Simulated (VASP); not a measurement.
# Sc (I4/mmm) in VASP: a series of runs

Aim: see how the results for Sc move with the level of theory and the settings. Levels: PW91+D3(BJ), PBE+D3+U. Tasks: density of states, electric field gradients.

Program: VASP 6.6.1. These are calculated values, not measurements. Logs are shortened: lines on timing, memory, paths and dates and some standing lists are left out, and cuts for length are marked.

## (1) Starting point

The structure is tetragonal, space group I4/mmm (No. 139). Conventional cell: a = 3.834 Å, b = 3.834 Å, c = 3.435 Å, α = 90.00°, β = 90.00°, γ = 90.00°. Sc (site symmetry 4/mmm) is surrounded by 10 Sc at 3.21 to 3.44 Å.

This isn't the form of Sc at room conditions, which is hcp.

## (2) Density of states, PW91+D3(BJ)

run.py reads:

```python
from ase.calculators.vasp import Vasp
from ase.dft.dos import DOS
from ase.io import read

atoms = read('Sc.cif', primitive_cell=True, subtrans_included=False)
calc = Vasp(
    directory='calc',
    pp='PBE',
    setups='materialsproject',
    prec='Accurate',
    encut=520,
    ediff=1e-06,
    ismear=-5,
    sigma=0.05,
    lreal=False,
    lasph=True,
    nelm=100,
    algo='Normal',
    isif=2,
    lwave=False,
    lcharg=False,
    lmaxmix=4,
    gga='91',
    ivdw=12,
    vdw_s6=1.0,
    vdw_s8=1.9598,
    vdw_a1=0.6319,
    vdw_a2=4.5718,
    lorbit=11,
    kpts=[10, 10, 10],
    gamma=True,
)
atoms.calc = calc

print('energy (eV):', atoms.get_potential_energy())
print('free energy (eV):', atoms.get_potential_energy(force_consistent=True))
print('forces (eV/A):')
print(atoms.get_forces())
print('stress (eV/A^3, Voigt):', atoms.get_stress())
print('Fermi level (eV):', calc.get_fermi_level())
dos = DOS(calc, width=0.05, window=(-10, 10), npts=301)
print('E - E_F (eV), DOS (1/eV)')
for e, g in zip(dos.get_energies(), dos.get_dos()):
    print(f'{e:8.3f} {g:10.4f}')
```

Sc.cif reads:

```cif
data_Sc
_cell_length_a 3.83441097
_cell_length_b 3.83441097
_cell_length_c 3.43520600
_cell_angle_alpha 90.00000000
_cell_angle_beta 90.00000000
_cell_angle_gamma 90.00000000
_space_group_name_H-M_alt 'I4/mmm'
_space_group_name_Hall '-I 4 2'
_space_group_IT_number 139
loop_
_space_group_symop_operation_xyz
'x,y,z'
'-x,-y,-z'
'-y,x,z'
'y,-x,-z'
'-x,-y,z'
'x,y,-z'
'y,-x,z'
'-y,x,-z'
'x,-y,-z'
'-x,y,z'
'-y,-x,-z'
'y,x,z'
'-x,y,-z'
'x,-y,z'
'y,x,-z'
'-y,-x,z'
'x+1/2,y+1/2,z+1/2'
'-x+1/2,-y+1/2,-z+1/2'
'-y+1/2,x+1/2,z+1/2'
'y+1/2,-x+1/2,-z+1/2'
'-x+1/2,-y+1/2,z+1/2'
'x+1/2,y+1/2,-z+1/2'
'y+1/2,-x+1/2,z+1/2'
'-y+1/2,x+1/2,-z+1/2'
'x+1/2,-y+1/2,-z+1/2'
'-x+1/2,y+1/2,z+1/2'
'-y+1/2,-x+1/2,-z+1/2'
'y+1/2,x+1/2,z+1/2'
'-x+1/2,y+1/2,-z+1/2'
'x+1/2,-y+1/2,z+1/2'
'y+1/2,x+1/2,-z+1/2'
'-y+1/2,-x+1/2,z+1/2'
loop_
_atom_site_label
_atom_site_type_symbol
_atom_site_symmetry_multiplicity
_atom_site_Wyckoff_symbol
_atom_site_fract_x
_atom_site_fract_y
_atom_site_fract_z
_atom_site_occupancy
Sc1 Sc 2 a 0.0000000000 0.0000000000 0.0000000000 1
```

Potentials or basis: VASP PAW PBE potentials, release 64 (Sc_sv).

On the command line:

```console
$ python run.py
```

Standard output:

```text
energy (eV): -6.35197235
free energy (eV): -6.35197235
forces (eV/A):
[[-0.  0.  0.]]
stress (eV/A^3, Voigt): [ 0.01915633  0.01915633  0.01463232 -0.         -0.         -0.        ]
Fermi level (eV): 3.60574115
E - E_F (eV), DOS (1/eV)
 -10.000     0.0000
  -9.933     0.0000
  -9.867     0.0000
  -9.800     0.0000
  -9.733     0.0000
  -9.667     0.0000
[... 293 lines left out ...]
   9.933     0.0000
  10.000     0.0000
```

It took 18 s on 1 thread of Intel Xeon Platinum 8375C at 2.90GHz (Ice Lake), shared host; peak memory 0.16 GiB.

What came out:

| Property | Result |
| --- | --- |
| Free energy | -6.3520 eV |
| Pressure | -2.8 GPa |
| Band gap on the k mesh | none (metal or under the smearing width) |
| Valence electrons inside the program's atomic spheres | Sc 9.36 |
| Dispersion energy per atom | -0.246 eV |

Stress tensor (GPa, compression positive):
```
-3.07  0.00  0.00
 0.00 -3.07  0.00
 0.00  0.00 -2.34
```

States per cell in windows of 1 eV (zero at the Fermi level; states under -8 eV left out):
```csv
from (eV),total,Sc1_d,Sc1_p,Sc1_s
-8.0,0.00,0.00,0.00,0.00
-7.0,0.00,0.00,0.00,0.00
-6.0,0.00,0.00,0.00,0.00
-5.0,0.12,0.00,0.00,0.03
-4.0,0.23,0.01,0.01,0.05
-3.0,0.41,0.05,0.03,0.07
-2.0,0.93,0.29,0.05,0.09
-1.0,1.36,0.66,0.09,0.02
0.0,2.39,1.47,0.12,0.01
1.0,0.86,0.66,0.01,0.00
2.0,2.64,2.24,0.02,0.02
3.0,1.40,1.23,0.02,0.01
4.0,0.00,0.00,0.00,0.00
5.0,0.00,0.00,0.00,0.00
```

Caveat: the PAW data sets were made with another functional, which shifts forces and pressure a little; pairwise dispersion overbinds metals, which lowers pressure and volume; tetrahedron occupations give inexact forces and stress in metals.

## (3) Electric field gradients, PBE+D3+U (volume scaled by 0.92)

INCAR reads:

```
PREC = Accurate
ENCUT = 500
EDIFF = 1E-8
ISMEAR = -5
SIGMA = 0.005
LREAL = F
LASPH = T
NELM = 80
ALGO = Fast
ISIF = 2
LWAVE = F
LCHARG = F
LMAXMIX = 4
LDAU = T
LDAUTYPE = 2
LDAUL = 2
LDAUU = 5
LDAUJ = 0
LDAUPRINT = 1
GGA = PE
IVDW = 11
LEFG = T
```

Sc.cif, as its differences from that of step 2:

```diff
@@ -1,5 +1,5 @@
 data_Sc
-_cell_length_a 3.83441097
-_cell_length_b 3.83441097
-_cell_length_c 3.43520600
+_cell_length_a 3.72930527
+_cell_length_b 3.72930527
+_cell_length_c 3.34104297
 _cell_angle_alpha 90.00000000
```

KPOINTS reads:

```
Automatic mesh
0
Gamma
  7 7 8
```

POSCAR reads:

```
Sc
 1.0000000000000000
     3.7293052699999998    0.0000000000000000    0.0000000000000000
     0.0000000000000000    3.7293052699999998    0.0000000000000000
     0.0000000000000000    0.0000000000000000    3.3410429700000002
 Sc 
   2
Cartesian
  0.0000000000000000  0.0000000000000000  0.0000000000000000
  1.8646526349999999  1.8646526349999999  1.6705214850000001
```

Potentials or basis: VASP PAW PBE potentials, release 64 (Sc_sv).

On the command line:

```console
$ ase convert -i cif -o vasp Sc.cif POSCAR
$ cat potpaw_PBE.64/Sc_sv/POTCAR > POTCAR
$ mpirun -np 1 vasp_std > vasp.out
```

OUTCAR:

```text
PREC = Accurate
   ENCUT = 500
   EDIFF = 1E-8
   ISMEAR = -5
   LREAL = F
   LASPH = T
   NELM = 80
   ISIF = 2
   GGA = PE
   IVDW = 11
 IVDW          = 11

 ion  position               nearest neighbor table
   1  0.000  0.000  0.000-   2 3.12   2 3.12   2 3.12   2 3.12   2 3.12   2 3.12   2 3.12   2 3.12

   2  0.500  0.500  0.500-   1 3.12   1 3.12   1 3.12   1 3.12   1 3.12   1 3.12   1 3.12   1 3.12

  LATTYP: Found a simple tetragonal cell.
 ALAT       =     3.7293052700
 C/A-ratio  =     0.8958888394

  Lattice vectors:

 A1 = (   3.7293052700,   0.0000000000,   0.0000000000)
 A2 = (   0.0000000000,   3.7293052700,   0.0000000000)
 A3 = (   0.0000000000,   0.0000000000,   3.3410429700)

Analysis of symmetry for initial positions (statically):
=====================================================================
 Subroutine PRICEL returns following result:

[... 722 lines left out ...]
  energy-cutoff  :      500.00
  volume of cell :       46.47
      direct lattice vectors                 reciprocal lattice vectors
     3.729305270  0.000000000  0.000000000     0.268146458  0.000000000  0.000000000
     0.000000000  3.729305270  0.000000000     0.000000000  0.268146458  0.000000000
     0.000000000  0.000000000  3.341042970     0.000000000  0.000000000  0.299307734

 POSITION                                       TOTAL-FORCE (eV/Angst)
 -----------------------------------------------------------------------------------
      0.00000      0.00000      0.00000         0.000000      0.000000     -0.000000
      1.86465      1.86465      1.67052        -0.000000     -0.000000      0.000000
 -----------------------------------------------------------------------------------
    total drift:                                0.000000      0.000000      0.000000

  FREE ENERGIE OF THE ION-ELECTRON SYSTEM (eV)
  ---------------------------------------------------
  free  energy   TOTEN  =        -8.8384151431 eV

  energy  without entropy=       -8.8384151431  energy(sigma->0) =       -8.83841514

 Electric field gradients (V/A^2)
---------------------------------------------------------------------
 ion       V_xx      V_yy      V_zz      V_xy      V_xz      V_yz
---------------------------------------------------------------------
   1       2.660     2.660    -5.319    -0.000    -0.000     0.000
   2       2.660     2.660    -5.319     0.000    -0.000    -0.000
---------------------------------------------------------------------

 Electric field gradients after diagonalization (V/A^2)
 (convention: |V_zz| > |V_xx| > |V_yy|)
----------------------------------------------------------------------
 ion       V_xx      V_yy      V_zz     asymmetry (V_yy - V_xx)/ V_zz
----------------------------------------------------------------------
   1       2.660     2.660    -5.319       0.000
   2       2.660     2.660    -5.319       0.000
----------------------------------------------------------------------

           NMR quadrupolar parameters

 Cq : quadrupolar parameter    Cq=e*Q*V_zz/h
 eta: asymmetry parameters     (V_yy - V_xx)/ V_zz
 Q  : nuclear electric quadrupole moment in mb (millibarn)
----------------------------------------------------------------------
 ion       Cq(MHz)       eta       Q (mb)
----------------------------------------------------------------------
   1      -0.013       0.000       1.000
   2      -0.013       0.000       1.000
----------------------------------------------------------------------
```

OSZICAR:

```text
N       E                     dE             d eps       ncg     rms          rms(c)
DAV:   1     0.322545487251E+03    0.32255E+03   -0.10207E+04  1532   0.150E+03
DAV:   2     0.778433372363E+01   -0.31476E+03   -0.30936E+03  2201   0.684E+02
DAV:   3    -0.992488518405E+01   -0.17709E+02   -0.17333E+02  2470   0.166E+02
[... 23 lines left out ...]
RMM:  27    -0.827334144547E+01    0.18586E-07   -0.14119E-09  1168   0.773E-04    0.400E-05
RMM:  28    -0.827334145785E+01   -0.12378E-07   -0.77973E-10  1133   0.565E-04    0.401E-05
RMM:  29    -0.827334147842E+01   -0.20570E-07   -0.49652E-10  1075   0.480E-04    0.469E-05
RMM:  30    -0.827334146173E+01    0.16687E-07   -0.35459E-10  1016   0.407E-04    0.251E-05
RMM:  31    -0.827334146880E+01   -0.70686E-08   -0.36389E-10   974   0.276E-04
   1 F= -.88384151E+01 E0= -.88384151E+01  d E =0.000000E+00
```

stdout:

```text
POSCAR found type information on POSCAR Sc
 POSCAR found :  1 types and       2 ions
 scaLAPACK will be used
 LDA part: xc-table for (Slater+PW92), standard interpolation
 POSCAR, INCAR and KPOINTS ok, starting setup
 FFT: planning ... GRIDC
 FFT: planning ... GRID_SOFT
 FFT: planning ... GRID
 WAVECAR not read
 entering main loop
ion   1

ion   2

 -----------------------------------------------------------------------------
|                                                                             |
|           W    W    AA    RRRRR   N    N  II  N    N   GGGG   !!!           |
|           W    W   A  A   R    R  NN   N  II  NN   N  G    G  !!!           |
|           W    W  A    A  R    R  N N  N  II  N N  N  G       !!!           |
|           W WW W  AAAAAA  RRRRR   N  N N  II  N  N N  G  GGG   !            |
|           WW  WW  A    A  R   R   N   NN  II  N   NN  G    G                |
|           W    W  A    A  R    R  N    N  II  N    N   GGGG   !!!           |
|                                                                             |
|     Tetrahedron method does not include variations of the Fermi             |
|     occupations, so forces and stress will be inaccurate. We suggest        |
|     using a different smearing scheme ISMEAR = 1 or 2 for metals in         |
|     relaxations.                                                            |
|                                                                             |
 -----------------------------------------------------------------------------
```

It took 50 s on 1 thread of Intel Xeon Platinum 8375C at 2.90GHz (Ice Lake), shared host; peak memory 0.17 GiB.

Results:

```
Free energy                : -8.8384 eV
Pressure                   : 12.4 GPa
Band gap on the k mesh     : none (metal or under the smearing width)
Dispersion energy per atom : -0.283 eV
```

Levels at points of the mesh, in eV from the Fermi level:
| k point | band 7 | band 8 | band 9 | band 10 | band 11 | band 12 | band 13 | band 14 | band 15 |
| --- | --- | --- | --- | --- | --- | --- | --- | --- | --- |
| (0.00, 0.00, 0.00) | -29.32 | -29.26 | -6.10 | -1.33 | -1.07 | 1.73 | 2.53 | 2.53 | 2.92 |
| (0.00, 0.00, 0.50) | -29.48 | -29.48 | -2.72 | -2.72 | 0.97 | 0.97 | 1.80 | 1.80 | 1.80 |

Electric field gradients, principal values (V/Å²):
```csv
atom,Vxx,Vyy,Vzz
1 Sc,2.660,2.660,-5.319
2 Sc,2.660,2.660,-5.319
```

Eigenvalues of the final occupation matrices:
| site | spin | trace | eigenvalues |
| --- | --- | --- | --- |
| site 1 d | 1 | 0.36 | 0.04 0.05 0.05 0.10 0.12 |
| site 1 d | 2 | 0.36 | 0.04 0.05 0.05 0.10 0.12 |
| site 2 d | 1 | 0.36 | 0.04 0.05 0.05 0.10 0.12 |
| site 2 d | 2 | 0.36 | 0.04 0.05 0.05 0.10 0.12 |

Caveat: U without spin polarisation on a metal has little footing; pairwise dispersion overbinds metals, which lowers pressure and volume; the U is typed as a test and isn't derived for this compound; tetrahedron occupations give inexact forces and stress in metals.
